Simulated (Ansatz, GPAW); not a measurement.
# Geometry or basis: what sets the conductance of ethane-1,2-dithiol between two Al chains, part 4 of 4

Wanted: T(E) of ethane-1,2-dithiol between two Al chains at a relaxed geometry in two programs, beside the unrelaxed structure.

GPAW 26.7.0 and Ansatz 0.2.0; Ansatz plane waves; relaxation of the junction with the lead ends held; PAW set soft_1 (the session's first sound run).

So far, transmission at the Fermi level (one spin): step 3 (plane-wave reference (PBE)) 0.00330; step 4 (double-zeta polarised basis, PBE, GPAW) 0.00225; step 5 (GPAW, szp: basis = "szp(dzp)", PBE, GPAW) 0.00296; step 6 (minimal basis, PBE, GPAW) 0.00356; step 7 (RPBE in the dzp basis: xc = "RPBE") 0.00200. Also open channels of the lead at the Fermi level (one spin): 2 in steps 3, 4, 5 and 7.

### Step 8. Without the relaxation: geometry = "as built"

Level of this step: GPAW LCAO, PAW setups; Landauer transmission from Green's functions with principal layers (ASE), zero bias (GPAW).

The dzp basis with PBE on the structure as first built shows what the relaxation was worth.

run.py

```python
import json
import numpy as np
from ase import Atoms
from ase.transport.calculators import TransportCalculator
from gpaw import GPAW, FermiDirac
from gpaw.lcao.tools import get_lcao_hamiltonian
from scipy.linalg import eigh

# The junction with lead layers at both ends, along the third cell vector
device = Atoms(
    ['Al', 'Al', 'Al', 'Al', 'Al', 'Al', 'Al', 'S', 'H', 'H', 'C', 'C', 'H', 'H', 'S', 'Al', 'Al', 'Al', 'Al', 'Al', 'Al', 'Al'],
    positions=[
        [4.67945, 4.50000, 1.20000],
        [4.67945, 4.50000, 3.60000],
        [4.67945, 4.50000, 6.00000],
        [4.67945, 4.50000, 8.40000],
        [4.67945, 4.50000, 10.80000],
        [4.67945, 4.50000, 13.20000],
        [4.67945, 4.50000, 15.60000],
        [3.57426, 3.68457, 17.31861],
        [6.10890, 4.66504, 18.49210],
        [3.80716, 5.69437, 18.60243],
        [3.96286, 4.63296, 18.82242],
        [5.39604, 4.36703, 19.26815],
        [5.55174, 3.30563, 19.48814],
        [3.25000, 4.33495, 19.59846],
        [5.78464, 5.31542, 20.77195],
        [4.67945, 4.50000, 22.49057],
        [4.67945, 4.50000, 24.89057],
        [4.67945, 4.50000, 27.29057],
        [4.67945, 4.50000, 29.69057],
        [4.67945, 4.50000, 32.09057],
        [4.67945, 4.50000, 34.49057],
        [4.67945, 4.50000, 36.89057]],
    cell=[[9.3589, 0.0, 0.0], [0.0, 9.0, 0.0], [0.0, 0.0, 38.09057]],
    pbc=True)

# One principal layer of the lead: the first 4 atoms of the device
lead = Atoms(
    ['Al', 'Al', 'Al', 'Al'],
    positions=[
        [4.67945, 4.50000, 1.20000],
        [4.67945, 4.50000, 3.60000],
        [4.67945, 4.50000, 6.00000],
        [4.67945, 4.50000, 8.40000]],
    cell=[[9.3589, 0.0, 0.0], [0.0, 9.0, 0.0], [0.0, 0.0, 9.6]],
    pbc=True)

settings = dict(mode='lcao', basis='dzp', xc='PBE', h=0.2,
                occupations=FermiDirac(0.1), maxiter=250,
                mixer=dict(beta=0.1, nmaxold=8, weight=100.0),
                convergence=dict(density=0.0001))
energies = np.arange(-2, 2 + 1e-9, 0.025)
eta = 0.0001
n1, n2 = 1, 1
# k and -k transmit alike, so half of the mesh across the current serves
mesh = [(i, j) for i in range(n1) for j in range(n2) if (i, j) <= (-i % n1, -j % n2)]
weights = np.array([1 if (i, j) == (-i % n1, -j % n2) else 2 for i, j in mesh]) / (n1 * n2)

# [... helper functions left out ...]
fermi_lead = ground_state(lead, (1, 1, 12), 'lead.txt')
fermi_device = ground_state(device, (1, 1, 2), 'device.txt')
# [... loop over the mesh left out, but for ...]
        # Shift the lead onto the potential of the device's first layer
        shift = ((H[:, 0, 0] - H0[:, 0, 0]) / S0[0, 0]).real.mean()
# [...]
kT = 8.617333e-5 * 300
bias = [0.1, 0.2, 0.5, 1.0, 1.5, 2.0]
# [... integrals and printing left out ...]
```

Started as:

```bash
$ OMP_NUM_THREADS=1 OPENBLAS_NUM_THREADS=1 python run.py
```

Numbers of over 12 decimals in the logs are rounded to 6 here.

Output:

```text
basis functions: device 254, principal layer 52
Fermi level: lead -3.1673 eV, device -2.9875 eV; lead shifted by -0.0028 eV
largest coupling past the next layer 1.13e-15 eV, largest misfit of the first layer 0.020 eV
  E-E_F (eV)   T (one spin)  channels
    -2.000    4.7610e-05    1.0000
    -1.975    2.6267e-05    1.0000
    -1.950    1.2007e-05    1.0000
[...]
1.975    6.2338e-02    3.0000
     2.000    6.3552e-02    3.0000
conductance at 300 K: 0.090021 G0 a cell; thermopower -0.6447 uV/K
current from the zero-bias T(E) at 0.1 V: 0.6935 uA
current from the zero-bias T(E) at 0.2 V: 1.3638 uA
current from the zero-bias T(E) at 0.5 V: 3.072 uA
current from the zero-bias T(E) at 1.0 V: 4.7358 uA
current from the zero-bias T(E) at 1.5 V: 5.8646 uA
current from the zero-bias T(E) at 2.0 V: 6.6399 uA
```

Run time: 91 s. Hardware: 1 thread of Intel Xeon Platinum 8488C (Sapphire Rapids), shared host; peak memory 1.3 GiB.

This step gave:

* conductance: 0.09002 G₀
* largest coupling past the next principal layer: 1.13e-15 eV
* largest misfit of the first principal layer: 0.01964 eV
* shift that aligns the lead: -0.002758 eV
* transmission at the Fermi level (one spin): 0.09148

The conductance, 0.0900 G₀, lies a factor of 40 above that of the dzp run.

### Step 9. Cost and result by level

Times are wall times on the hardware named with each run. The series side by side:

```
no.       run  conductance (G₀)     time  memory (GiB)
  1    pw PBE          0.003300     56 s           2.8
  2       dzp          0.002238    2 min           1.3
  3       szp          0.002935  1.7 min           1.3
  4        sz          0.003548     67 s           1.2
  5  dzp RPBE          0.001995  2.2 min           1.3
  6   asbuilt           0.09002     91 s           1.3
```

### Step 10. The levels side by side

The curves are compared point by point over the common energies.

This step: comparison of transmission and cost over codes, levels and geometry; PAW set soft_1 (GPAW 26.7.0).

Ladder, by row:

```
    step    code  T at the Fermi level (sum over the listed spins)  conductance (G0)  r.m.s. T(E) from the first  wall time (s)  peak memory (GiB)  threads
  pw-pbe  Ansatz                                          0.003301            0.0033                           0          56.28              2.825        4
     dzp    GPAW                                          0.002249          0.002238                    0.008726          122.7               1.33        1
     szp    GPAW                                          0.002958          0.002935                     0.01214          103.5               1.31        1
      sz    GPAW                                          0.003562          0.003548                     0.02238          67.03               1.18        1
dzp-RPBE    GPAW                                          0.002003          0.001995                     0.01096          131.9               1.34        1
 asbuilt    GPAW                                           0.09148           0.09002                     0.03693           91.4               1.34        1
```

Transmission, zone mean, sum over the listed spins against energy, zero at the Fermi level:

```
energy (eV)   pw-pbe      dzp      szp       sz  dzp-RPBE  asbuilt
     -2.000  0.00608  0.00578  0.00382  0.00860   0.00694   4.8e-5
     -1.800   0.0184   0.0206   0.0170   0.0782    0.0214   2.0e-5
     -1.725   0.0250   0.0292   0.0219    0.195    0.0300   5.2e-5
     -1.650   0.0297   0.0369   0.0206   1.3e-9    0.0378   8.5e-5
     -1.625   0.0294   0.0376   0.0178  2.7e-10    0.0386   9.4e-5
     -1.600   0.0277   0.0363   0.0142  7.6e-11    0.0375   1.0e-4
     -1.400   3.0e-4   7.6e-4   1.0e-5  7.1e-14    9.1e-4   8.8e-5
     -1.200        0  6.8e-12  2.2e-12  5.3e-14   4.6e-12  1.3e-12
     -1.000        0  2.5e-12  2.5e-12  4.5e-13   1.9e-12  1.2e-13
     -0.800        0  1.8e-11  1.1e-10  2.2e-10   1.2e-11  5.6e-14
     -0.600        0  4.8e-13  5.7e-13  5.0e-13   3.8e-13  5.1e-14
     -0.400        0  2.1e-11  1.4e-12  1.4e-10   2.2e-11   2.9e-4
     -0.200  0.00110   7.5e-4   9.2e-4  0.00118    6.8e-4   0.0616
      0.000  0.00330  0.00225  0.00296  0.00356   0.00200   0.0915
      0.200  0.00554  0.00357  0.00464  0.00576   0.00323   0.0782
      0.400  0.00763  0.00499  0.00653  0.00745   0.00461   0.0675
      0.600   0.0102  0.00791   0.0109   0.0105   0.00737   0.0598
      0.800   0.0130   0.0126   0.0233   0.0177    0.0115   0.0485
      1.000   0.0188   0.0205   0.0334   0.0220    0.0168   0.0309
      1.200   0.0212   0.0235   0.0404   0.0256    0.0215   0.0353
      1.400   0.0209   0.0231   0.0435   0.0281    0.0208   0.0405
      1.600   0.0282   0.0247   0.0503   0.0307    0.0215   0.0469
      1.800   0.0564   0.0377   0.0797   0.0397    0.0319   0.0545
      2.000    0.124   0.0732    0.160   0.0645    0.0615   0.0636
```

### Step 11. Smearing 0.2, basis sz(dzp), grid spacing 0.22: width = 0.2, basis = "sz(dzp)" and h = 0.22

Smearing helps the SCF of a metal converge, but it blurs occupations at band edges near the Fermi level. A smaller basis is cheaper in every inversion. The real-space grid carries density and potential; a coarse one breaks translation symmetry along the lead and scatters electrons that should pass.

This step: GPAW LCAO, PAW setups; Landauer transmission from Green's functions with principal layers (ASE), zero bias (GPAW 26.7.0).

run.py, as its differences from that of step 8:

```diff
@@ -17,14 +17,14 @@
         [4.67945, 4.50000, 10.80000],
-        [4.67945, 4.50000, 13.20000],
-        [4.67945, 4.50000, 15.60000],
-        [3.57426, 3.68457, 17.31861],
-        [6.10890, 4.66504, 18.49210],
-        [3.80716, 5.69437, 18.60243],
-        [3.96286, 4.63296, 18.82242],
-        [5.39604, 4.36703, 19.26815],
-        [5.55174, 3.30563, 19.48814],
-        [3.25000, 4.33495, 19.59846],
-        [5.78464, 5.31542, 20.77195],
-        [4.67945, 4.50000, 22.49057],
-        [4.67945, 4.50000, 24.89057],
+        [4.53376, 3.02901, 12.88260],
+        [4.58457, 4.28898, 15.16232],
+        [4.28860, 3.36759, 17.16847],
+        [6.08422, 3.99014, 19.44140],
+        [4.82440, 5.62294, 17.99687],
+        [4.32410, 4.74086, 18.41685],
+        [5.04605, 4.25904, 19.67183],
+        [4.54573, 3.37673, 20.09150],
+        [3.28572, 5.00926, 18.64675],
+        [5.08299, 5.63163, 20.92012],
+        [4.77872, 4.71239, 22.92598],
+        [4.83070, 5.96917, 25.20722],
         [4.67945, 4.50000, 27.29057],
@@ -48,4 +48,4 @@
 
-settings = dict(mode='lcao', basis='dzp', xc='PBE', h=0.2,
-                occupations=FermiDirac(0.1), maxiter=250,
+settings = dict(mode='lcao', basis='sz(dzp)', xc='PBE', h=0.22,
+                occupations=FermiDirac(0.2), maxiter=250,
                 mixer=dict(beta=0.1, nmaxold=8, weight=100.0),
```

Output:

```text
basis functions: device 76, principal layer 16
Fermi level: lead -3.8253 eV, device -3.5080 eV; lead shifted by 0.0255 eV
largest coupling past the next layer 1.23e-15 eV, largest misfit of the first layer 0.071 eV
  E-E_F (eV)   T (one spin)  channels
    -2.000    4.1625e-03    1.0000
    -1.975    6.4126e-03    1.0000
    -1.950    9.1461e-03    1.0000
    -1.925    1.2594e-02    1.0000
    -1.900    1.7146e-02    1.0000
    -1.875    2.3481e-02    1.0000
    -1.850    3.2888e-02    1.0000
    -1.825    4.8115e-02    1.0000
    -1.800    7.6161e-02    1.0000
    -1.775    1.4128e-01    1.0000
    -1.750    4.1633e-01    1.0000
    -1.725    4.1509e-06    0.0000
    -1.700    3.2477e-08    0.0000
    -1.675    3.0228e-09    0.0000
    -1.650    5.8095e-10    0.0000
    -1.625    1.5973e-10    0.0000
[...]
1.825    3.8275e-02    3.0000
     1.850    4.0092e-02    3.0000
     1.875    4.2148e-02    3.0000
     1.900    4.4464e-02    3.0000
     1.925    4.7062e-02    3.0000
     1.950    4.9964e-02    3.0000
     1.975    5.3196e-02    3.0000
     2.000    5.6785e-02    3.0000
conductance at 300 K: 0.0028899 G0 a cell; thermopower -23.99 uV/K
current from the zero-bias T(E) at 0.1 V: 0.0224 uA
current from the zero-bias T(E) at 0.2 V: 0.044866 uA
current from the zero-bias T(E) at 0.5 V: 0.11426 uA
current from the zero-bias T(E) at 1.0 V: 0.25357 uA
current from the zero-bias T(E) at 1.5 V: 0.48383 uA
current from the zero-bias T(E) at 2.0 V: 0.84517 uA
```

Elapsed: 43 s, on 1 thread; peak memory 0.94 GiB.

This step gave:

```yaml
conductance: 0.002890 G₀
thermopower: -23.99 μV/K
largest_coupling_past_the_next_principal_layer: 1.23e-15 eV
largest_misfit_of_the_first_principal_layer: 0.07068 eV
shift_that_aligns_the_lead: 0.02549 eV
basis_functions_of_the_junction: 76
basis_functions_of_a_principal_layer: 16
transmission_at_the_fermi_level_one_spin: 0.002889
```

One spin. The transmission, zone mean by energy, zero at the Fermi level:

energy (eV), transmission, zone mean and a bar:
```
   -2.000      0.004 
   -1.900      0.017 #
   -1.800      0.076 #####
   -1.750      0.416 ##############################
   -1.700      0.000 
   -1.600      0.000 
   -1.500      0.000 
   -1.400      0.000 
   -1.300      0.000 
   -1.200      0.000 
   -1.100      0.000 
   -1.000      0.000 
   -0.900      0.000 
   -0.800      0.000 
   -0.700      0.000 
   -0.600      0.000 
   -0.500      0.000 
   -0.400      0.000 
   -0.300      0.001 
   -0.200      0.001 
   -0.100      0.002 
    0.000      0.003 
    0.100      0.004 
    0.200      0.005 
    0.300      0.006 
    0.400      0.007 #
    0.500      0.009 #
    0.600      0.010 #
    0.700      0.014 #
    0.800      0.017 #
    0.900      0.019 #
    1.000      0.021 ##
    1.100      0.023 ##
    1.200      0.025 ##
    1.300      0.027 ##
    1.400      0.028 ##
    1.500      0.029 ##
    1.600      0.030 ##
    1.700      0.032 ##
    1.800      0.037 ###
    1.900      0.044 ###
    2.000      0.057 ####
```

Crossings of the lead's bands, unfolded to its shortest repeat. Open channels, zone mean against energy, zero at the Fermi level:

```
energy (eV)  open channels, zone mean
     -2.000                         1
     -1.800                         1
     -1.600                         0
     -1.400                         0
     -1.200                         0
     -1.000                         0
     -0.800                         0
     -0.600                         0
     -0.400                         2
     -0.200                         2
      0.000                         2
      0.200                         2
      0.400                         2
      0.600                         2
      0.800                         3
      1.000                         3
      1.200                         3
      1.400                         3
      1.600                         3
      1.800                         3
      2.000                         3
```

Not self-consistent under bias; the bias window is split evenly. Current through one cell, from the zero-bias transmission against bias:

```
bias (V)  current through one cell, from the zero-bias transmission (μA)
   0.100                                                          0.0224
   0.200                                                          0.0449
   0.500                                                           0.114
   1.000                                                           0.254
   1.500                                                           0.484
   2.000                                                           0.845
```

Table of transmission of the three most open eigenchannels by energy, zero at the Fermi level:

```
energy (eV)  channel 1  channel 2  channel 3
     -2.000    0.00416          0          0
     -1.900     0.0171          0          0
     -1.800     0.0762          0          0
     -1.700     3.2e-8          0          0
     -1.600    5.4e-11          0          0
     -1.500    2.1e-12          0          0
     -1.400          0          0          0
     -1.300          0          0          0
     -1.200          0          0          0
     -1.100          0          0          0
     -1.000          0          0          0
     -0.900    1.5e-12          0          0
     -0.800    5.9e-11          0          0
     -0.700    1.8e-10          0          0
     -0.600          0          0          0
     -0.500    1.6e-12          0          0
     -0.400     3.3e-4     6.1e-7    3.3e-12
     -0.300     7.5e-4     2.1e-6    2.6e-12
     -0.200    0.00122     5.5e-6    2.3e-12
     -0.100    0.00195     9.5e-6    2.5e-12
      0.000    0.00288     1.0e-5    3.8e-12
      0.100    0.00384     6.9e-6    1.0e-11
      0.200    0.00476     7.8e-7    2.0e-10
      0.300    0.00575     7.9e-6    5.2e-11
      0.400    0.00691     9.0e-5    1.6e-11
      0.500    0.00810     4.1e-4    2.0e-11
      0.600    0.00884    0.00150    3.0e-10
      0.700    0.00802    0.00630     1.1e-4
      0.800    0.00933    0.00752     1.7e-4
      0.900     0.0119    0.00713     2.0e-4
      1.000     0.0143    0.00683     2.4e-4
      1.100     0.0165    0.00661     2.7e-4
      1.200     0.0185    0.00641     3.0e-4
      1.300     0.0202    0.00617     3.2e-4
      1.400     0.0216    0.00579     3.4e-4
      1.500     0.0230    0.00525     3.3e-4
      1.600     0.0249    0.00459     3.1e-4
      1.700     0.0279    0.00398     2.6e-4
      1.800     0.0330    0.00353     1.9e-4
      1.900     0.0411    0.00329     1.2e-4
      2.000     0.0535    0.00323     7.2e-5
```

The conductance, 0.00289 G₀, lies 29 % above that of the dzp run.

### Step 12. Results

```
conductance                                        : 0.00224 G₀
transmission at the Fermi level, mean of the spins : 0.00225
thermopower                                        : -26.0 μV/K
open channels of the lead there                    : 2
```

What this shows: In the dzp basis the junction conducts 0.00224 G₀ at 300 K, with T = 0.00225 a spin at the Fermi level; no smaller basis tried comes within 10 % of that conductance. Relaxation moved atoms by up to 1.5 Å and took the conductance from 0.0900 to 0.00224 G₀, as a ratio a larger change than the step from dzp to the minimal basis. Plane waves (PBE) give T = 0.00330 there. The junction is in the tunnelling regime at the Fermi level. The negative thermopower says that the thermally weighted transmission is larger above the Fermi level, as for electron-like transport. Measured against the first run (pw-pbe), the nearest curve is that of dzp (r.m.s. 0.0087) and the farthest that of asbuilt (0.037). Over the compared runs wall time goes from 56 s (pw-pbe) to 132 s (dzp-RPBE), on a shared host; the plane-wave run used 4 threads and the orbital runs 1. Moves of this size go well beyond a change of bond lengths: the free chain atoms or the scatterer took up a new arrangement, and the name in the title describes the start. The leads kept an estimated spacing and the cell its length, so the junction may be under some tension or compression. Semilocal functionals put molecular levels too near the Fermi level, so such conductances usually come out too high, and chain electrodes have a sharper density of states than real ones. Energies count from the junction cell's Fermi level; in the run with T = 0.00225 there, the aligned lead's own level lies at 0.017 eV, where T interpolates to 0.00239; the finite cell leaves the answer open by at least that much. An evenly spaced straight chain is an idealisation: free chains tend to dimerise, zigzag or, where a band edge lies near the Fermi level, turn magnetic. The currents use the zero-bias T(E) throughout, which holds only while the bias is small against the distance to the nearest feature.

[Logs are printed without paths, hosts, clocks, repeated set-up lines and the standing remarks that a program may print on its own settings, such as how far it seeks lower states.]

[Hosts, paths, dates, database ids (printed as entryN), source tags and the programs' standing remarks are cut or masked in the printed files.]
